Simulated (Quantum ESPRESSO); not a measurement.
# MgS (Niningerite) (Fm-3m) in Quantum ESPRESSO: notebook, part 3 of 3

Quantum ESPRESSO 7.5. Earlier steps stand in the parts before.

## 4. Band structure, PBEsol

pw.in

```
&CONTROL
  calculation = 'scf'
  prefix = 'pwscf'
  outdir = './tmp'
  pseudo_dir = './pseudo'
  tprnfor = .true.
  tstress = .true.
  disk_io = 'low'
/
&SYSTEM
  ibrav = 0
  A = 3.67928871
  nat = 2
  ntyp = 2
  ecutwfc = 84
  nbnd = 14
  occupations = 'smearing'
  smearing = 'fd'
  degauss = 0.00367493
/
&ELECTRONS
  conv_thr = 4d-10
  electron_maxstep = 120
  mixing_beta = 0.5
/
ATOMIC_SPECIES
S     32.0600 S.upf
Mg    24.3050 Mg.upf
CELL_PARAMETERS alat
   0.0000000000    0.7071067821    0.7071067821
   0.7071067821    0.0000000000    0.7071067821
   0.7071067821    0.7071067821    0.0000000000
ATOMIC_POSITIONS alat
S      0.7071067821    0.7071067821    0.7071067821
Mg     0.0000000000    0.0000000000    0.0000000000
K_POINTS automatic
9 9 9 0 0 0
```

pp_density.in

```
&INPUTPP
  prefix = 'pwscf'
  outdir = './tmp'
  filplot = 'density.dat'
  plot_num = 0
/
&PLOT
  nfile = 1
  filepp(1) = 'density.dat'
  iflag = 3
  output_format = 6
  fileout = 'density.cube'
/
```

pp_potential.in

```
&INPUTPP
  prefix = 'pwscf'
  outdir = './tmp'
  filplot = 'potential.dat'
  plot_num = 11
/
&PLOT
  nfile = 1
  filepp(1) = 'potential.dat'
  iflag = 3
  output_format = 6
  fileout = 'potential.cube'
/
```

pp_elf.in

```
&INPUTPP
  prefix = 'pwscf'
  outdir = './tmp'
  filplot = 'elf.dat'
  plot_num = 8
/
&PLOT
  nfile = 1
  filepp(1) = 'elf.dat'
  iflag = 3
  output_format = 6
  fileout = 'elf.cube'
/
```

bands.in

```
&CONTROL
  calculation = 'bands'
  prefix = 'pwscf'
  outdir = './tmp'
  pseudo_dir = './pseudo'
  disk_io = 'low'
  verbosity = 'high'
/
&SYSTEM
  ibrav = 0
  A = 3.67928871
  nat = 2
  ntyp = 2
  ecutwfc = 84
  nbnd = 14
  occupations = 'smearing'
  smearing = 'fd'
  degauss = 0.00367493
/
&ELECTRONS
  conv_thr = 1d-08
  electron_maxstep = 120
  mixing_beta = 0.5
  diago_full_acc = .true.
  startingwfc = 'random'
/
ATOMIC_SPECIES
S     32.0600 S.upf
Mg    24.3050 Mg.upf
CELL_PARAMETERS alat
   0.0000000000    0.7071067821    0.7071067821
   0.7071067821    0.0000000000    0.7071067821
   0.7071067821    0.7071067821    0.0000000000
ATOMIC_POSITIONS alat
S      0.7071067821    0.7071067821    0.7071067821
Mg     0.0000000000    0.0000000000    0.0000000000
K_POINTS crystal
60
 0.0000000000  0.0000000000  0.0000000000 1
 0.0625000000  0.0000000000  0.0625000000 1
 0.1250000000  0.0000000000  0.1250000000 1
 0.1875000000  0.0000000000  0.1875000000 1
 0.2500000000  0.0000000000  0.2500000000 1
 0.3125000000  0.0000000000  0.3125000000 1
 0.3750000000  0.0000000000  0.3750000000 1
 0.4375000000  0.0000000000  0.4375000000 1
 0.5000000000  0.0000000000  0.5000000000 1
 0.5000000000  0.0625000000  0.5625000000 1
 0.5000000000  0.1250000000  0.6250000000 1
 0.5000000000  0.1875000000  0.6875000000 1
 0.5000000000  0.2500000000  0.7500000000 1
 0.4375000000  0.3125000000  0.7500000000 1
 0.3750000000  0.3750000000  0.7500000000 1
 0.3375000000  0.3375000000  0.6750000000 1
 0.3000000000  0.3000000000  0.6000000000 1
 0.2625000000  0.2625000000  0.5250000000 1
 0.2250000000  0.2250000000  0.4500000000 1
 0.1875000000  0.1875000000  0.3750000000 1
 0.1500000000  0.1500000000  0.3000000000 1
 0.1125000000  0.1125000000  0.2250000000 1
 0.0750000000  0.0750000000  0.1500000000 1
 0.0375000000  0.0375000000  0.0750000000 1
 0.0000000000  0.0000000000  0.0000000000 1
 0.0625000000  0.0625000000  0.0625000000 1
 0.1250000000  0.1250000000  0.1250000000 1
 0.1875000000  0.1875000000  0.1875000000 1
 0.2500000000  0.2500000000  0.2500000000 1
 0.3125000000  0.3125000000  0.3125000000 1
 0.3750000000  0.3750000000  0.3750000000 1
 0.4375000000  0.4375000000  0.4375000000 1
 0.5000000000  0.5000000000  0.5000000000 1
 0.5250000000  0.4500000000  0.5250000000 1
 0.5500000000  0.4000000000  0.5500000000 1
 0.5750000000  0.3500000000  0.5750000000 1
 0.6000000000  0.3000000000  0.6000000000 1
 0.6250000000  0.2500000000  0.6250000000 1
 0.5833333333  0.2500000000  0.6666666667 1
 0.5416666667  0.2500000000  0.7083333333 1
 0.5000000000  0.2500000000  0.7500000000 1
 0.5000000000  0.2857142857  0.7142857143 1
 0.5000000000  0.3214285714  0.6785714286 1
 0.5000000000  0.3571428571  0.6428571429 1
 0.5000000000  0.3928571429  0.6071428571 1
 0.5000000000  0.4285714286  0.5714285714 1
 0.5000000000  0.4642857143  0.5357142857 1
 0.5000000000  0.5000000000  0.5000000000 1
 0.4821428571  0.4821428571  0.5357142857 1
 0.4642857143  0.4642857143  0.5714285714 1
 0.4464285714  0.4464285714  0.6071428571 1
 0.4285714286  0.4285714286  0.6428571429 1
 0.4107142857  0.4107142857  0.6785714286 1
 0.3928571429  0.3928571429  0.7142857143 1
 0.3750000000  0.3750000000  0.7500000000 1
 0.6250000000  0.2500000000  0.6250000000 1
 0.5937500000  0.1875000000  0.5937500000 1
 0.5625000000  0.1250000000  0.5625000000 1
 0.5312500000  0.0625000000  0.5312500000 1
 0.5000000000  0.0000000000  0.5000000000 1
```

Potentials or basis: PseudoDojo 0.4.1 SR PBEsol standard.

Run with:

```
OMP_NUM_THREADS=1 mpirun -n 2 pw.x -nk 2 -in pw.in > pw.out
OMP_NUM_THREADS=1 mpirun -n 1 pp.x -in pp_density.in > pp_density.out
OMP_NUM_THREADS=1 mpirun -n 1 pp.x -in pp_potential.in > pp_potential.out
OMP_NUM_THREADS=1 mpirun -n 1 pp.x -in pp_elf.in > pp_elf.out
OMP_NUM_THREADS=1 mpirun -n 2 pw.x -nk 2 -in bands.in > bands.out
```

pw.out:

```text
This program is part of the open-source Quantum ESPRESSO suite
     for quantum simulation of materials; please cite
         "P. Giannozzi et al., J. Phys.:Condens. Matter 21 395502 (2009);
         "P. Giannozzi et al., J. Phys.:Condens. Matter 29 465901 (2017);
         "P. Giannozzi et al., J. Chem. Phys. 152 154105 (2020);
     in publications or presentations arising from this work. More details at

     Message from routine setup:
     using ibrav=0 with symmetry is DISCOURAGED, use correct ibrav instead

     K-points division:     npool     =       2
     Subspace diagonalization in iterative solution of the eigenvalue problem:
     a serial algorithm will be used

     G-vector sticks info
     --------------------
     sticks:   dense  smooth     PW     G-vecs:    dense   smooth      PW
     Sum        1123    1123    337                24693    24693    3943

     Using Slab Decomposition

     bravais-lattice index     =            0
     lattice parameter (alat)  =       6.9528  a.u.
     unit-cell volume          =     237.6694 (a.u.)^3
     number of atoms/cell      =            2
     number of atomic types    =            2
     number of electrons       =        16.00
     number of Kohn-Sham states=           14
     kinetic-energy cutoff     =      84.0000  Ry
     charge density cutoff     =     336.0000  Ry
     scf convergence threshold =      4.0E-10
     mixing beta               =       0.5000
     number of iterations used =            8  plain     mixing
     Exchange-correlation= PBESOL
                           (   1   4  10   8   0   0   0)

     celldm(1)=   6.952848  celldm(2)=   0.000000  celldm(3)=   0.000000
     celldm(4)=   0.000000  celldm(5)=   0.000000  celldm(6)=   0.000000

[... 83 lines left out ...]

     Initial potential from superposition of free atoms

     starting charge      15.9992, renormalised to      16.0000
     Starting wfcs are    9 randomized atomic wfcs +    5 random wfcs

     Self-consistent Calculation

     iteration #  1     ecut=    84.00 Ry     beta= 0.50
     Davidson diagonalization with overlap
     ethr =  1.00E-02,  avg # of iterations =  7.0

     Threshold (ethr) on eigenvalues was too large:
     Diagonalizing with lowered threshold

     Davidson diagonalization with overlap
     ethr =  5.03E-04,  avg # of iterations =  1.7

     total energy              =    -140.84864860 Ry
     estimated scf accuracy    <       0.08033515 Ry
[... 43 lines left out ...]
     iteration #  8     ecut=    84.00 Ry     beta= 0.50
     Davidson diagonalization with overlap
     ethr =  1.23E-11,  avg # of iterations =  2.8

     End of self-consistent calculation

          k = 0.0000 0.0000 0.0000 (  3119 PWs)   bands (ev):

   -68.0908 -35.0341 -35.0341 -35.0341  -6.3671   6.3115   6.3115   6.3115
     9.9012  14.1542  14.1542  14.1542  16.5738  16.5738
[... 168 lines left out ...]
   -68.0903 -35.0387 -35.0379 -35.0364  -4.6553   2.7223   3.2944   4.1711
    11.4411  13.5693  13.8879  15.3225  19.8106  20.0895

     the Fermi energy is     7.5804 ev

!    total energy              =    -140.86260325 Ry
     estimated scf accuracy    <          4.7E-11 Ry
     smearing contrib. (-TS)   =      -0.00000000 Ry
     internal energy E=F+TS    =    -140.86260325 Ry

     The total energy is F=E-TS. E is the sum of the following terms:
     one-electron contribution =     -86.46913073 Ry
     hartree contribution      =      44.33235072 Ry
     xc contribution           =     -22.01234672 Ry
     ewald contribution        =     -76.71347652 Ry

     convergence has been achieved in   8 iterations

     Forces acting on atoms (cartesian axes, Ry/au):

     atom    1 type  1   force =     0.00000000   -0.00000000   -0.00000000
     atom    2 type  2   force =    -0.00000000    0.00000000    0.00000000

     Total force =     0.000000     Total SCF correction =     0.000000

     Computing stress (Cartesian axis) and pressure

          total   stress  (Ry/bohr**3)                   (kbar)     P=       -8.87
  -0.00006030   0.00000000   0.00000000           -8.87        0.00        0.00
   0.00000000  -0.00006030   0.00000000            0.00       -8.87        0.00
   0.00000000   0.00000000  -0.00006030            0.00        0.00       -8.87

=------------------------------------------------------------------------------=
   JOB DONE.
=------------------------------------------------------------------------------=
```

pp_density.out:

```text
This program is part of the open-source Quantum ESPRESSO suite
     for quantum simulation of materials; please cite
         "P. Giannozzi et al., J. Phys.:Condens. Matter 21 395502 (2009);
         "P. Giannozzi et al., J. Phys.:Condens. Matter 29 465901 (2017);
         "P. Giannozzi et al., J. Chem. Phys. 152 154105 (2020);
     in publications or presentations arising from this work. More details at

     IMPORTANT: XC functional enforced from input :
     Exchange-correlation= PBESOL
                           (   1   4  10   8   0   0   0)
     Any further DFT definition will be discarded
     Please, verify this is what you really want

     G-vector sticks info
     --------------------
     sticks:   dense  smooth     PW     G-vecs:    dense   smooth      PW
     Sum        1123    1123    337                24693    24693    3943

     Using Slab Decomposition

     Calling punch_plot, plot_num =   0
     Writing data to file  density.dat
     Reading data from file  density.dat

     Writing data to be plotted to file density.cube
     Plot Type: 3D                     Output format: Gaussian cube

=------------------------------------------------------------------------------=
   JOB DONE.
=------------------------------------------------------------------------------=
```

pp_potential.out:

```text
This program is part of the open-source Quantum ESPRESSO suite
     for quantum simulation of materials; please cite
         "P. Giannozzi et al., J. Phys.:Condens. Matter 21 395502 (2009);
         "P. Giannozzi et al., J. Phys.:Condens. Matter 29 465901 (2017);
         "P. Giannozzi et al., J. Chem. Phys. 152 154105 (2020);
     in publications or presentations arising from this work. More details at

     IMPORTANT: XC functional enforced from input :
     Exchange-correlation= PBESOL
                           (   1   4  10   8   0   0   0)
     Any further DFT definition will be discarded
     Please, verify this is what you really want

     G-vector sticks info
     --------------------
     sticks:   dense  smooth     PW     G-vecs:    dense   smooth      PW
     Sum        1123    1123    337                24693    24693    3943

     Using Slab Decomposition

     Calling punch_plot, plot_num =  11
     Writing data to file  potential.dat
     Reading data from file  potential.dat

     Writing data to be plotted to file potential.cube
     Plot Type: 3D                     Output format: Gaussian cube

=------------------------------------------------------------------------------=
   JOB DONE.
=------------------------------------------------------------------------------=
```

Run time: 35 s. Hardware: 2 MPI ranks of Arm Neoverse V2, shared host; peak memory 0.2 GiB.

Results:

```
Free energy             : -1916.5334 eV
Pressure                : -0.9 GPa
Band gap on the k mesh  : 2.83 eV, indirect (least direct gap 3.59 eV)
Band gap along the path : 2.70 eV, indirect (least direct gap 3.59 eV)
```

Levels at the corners of the path, in eV from the valence-band top:
```csv
point,band 6,band 7,band 8,band 9,band 10,band 11
Γ,0.00,0.00,0.00,3.59,7.84,7.84
X,-4.25,-1.70,-1.70,2.70,4.26,11.86
W,-3.27,-3.27,-2.39,5.21,7.83,7.83
K,-3.74,-3.23,-1.38,3.82,6.60,9.60
Γ,0.00,0.00,0.00,3.59,7.84,7.84
L,-4.89,-0.59,-0.59,4.39,6.80,6.80
U,-3.74,-3.23,-1.38,3.82,6.60,9.60
W,-3.27,-3.27,-2.39,5.21,7.83,7.83
L,-4.89,-0.59,-0.59,4.39,6.80,6.80
K,-3.74,-3.23,-1.38,3.82,6.60,9.60
U,-3.74,-3.23,-1.38,3.82,6.60,9.60
X,-4.25,-1.70,-1.70,2.70,4.26,11.86
```

Caveat: the mesh misses the band edges, which the band path finds closer together.

## 5. Overview

```csv
potentials or basis,cutoff (eV),gap on the mesh (eV),pressure (GPa)
GBRV 1.5 PBEsol,612,2.84,-1.1
PseudoDojo 0.4 SR PBEsol stringent,1225,2.83,-0.9
PseudoDojo 0.4.1 SR PBEsol standard,1143,2.83,-0.9
```

Alike in all rows: task band structure; level PBEsol; no spin polarisation; cell as given; k mesh 9 × 9 × 9; smearing fermi-dirac 0.05 eV.

Caveats: the mesh misses the band edges, which the band path finds closer together.

Total energies depend on the potentials used, so only differences within one code and one set of settings carry meaning.
